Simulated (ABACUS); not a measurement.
**Be: equation of state with PBE**

Crystal: Be.

```
Be
1.0
     2.28530    0.00000    0.00000
    -1.14265    1.97913    0.00000
     0.00000    0.00000    3.58420
Be
2
Cartesian
  1.1427 0.6597 2.6882
  0.0000 1.3194 0.8961
```

```yaml
Program: ABACUS 3.10.1
Task: equation of state
Functional: PBE
Potentials_or_basis: PseudoDojo NC SR 0.5 PBE standard
Cutoff: 1361 eV
Density_cutoff: 5442 eV
Basis: TZDP LCAO (the cutoffs set its grid)
k_mesh: 12 × 12 × 7
Occupations: fermi-dirac, width 0.05 eV
Spin: no spin polarisation
```

The equilibrium volume is 8.00 Å³/atom. The bulk modulus at fixed shape and positions is 123 GPa. The pressure derivative of the bulk modulus is 3.4.

Energy against volume, from the lowest point:
| volume (Å³/atom) | energy (meV/atom) |
| --- | --- |
| 7.619 | 7.27 |
| 7.781 | 2.22 |
| 7.943 | 0.00 |
| 8.105 | 0.41 |
| 8.268 | 3.18 |
| 8.430 | 8.11 |
| 8.592 | 15.04 |

All runs of the series together: 28 s on 4 threads of Intel(R) Xeon(R) Platinum 8375C CPU @ 2.90GHz (Ice Lake), with other jobs on the host.

Caveat: the atomic orbitals were generated for these runs and aren't a published set; the cell was scaled at fixed shape and fractional positions, which overstates the stiffness of a crystal with free parameters, most of all of layers and chains; the basis of atomic orbitals isn't converged, which shifts pressures, moduli and gaps.
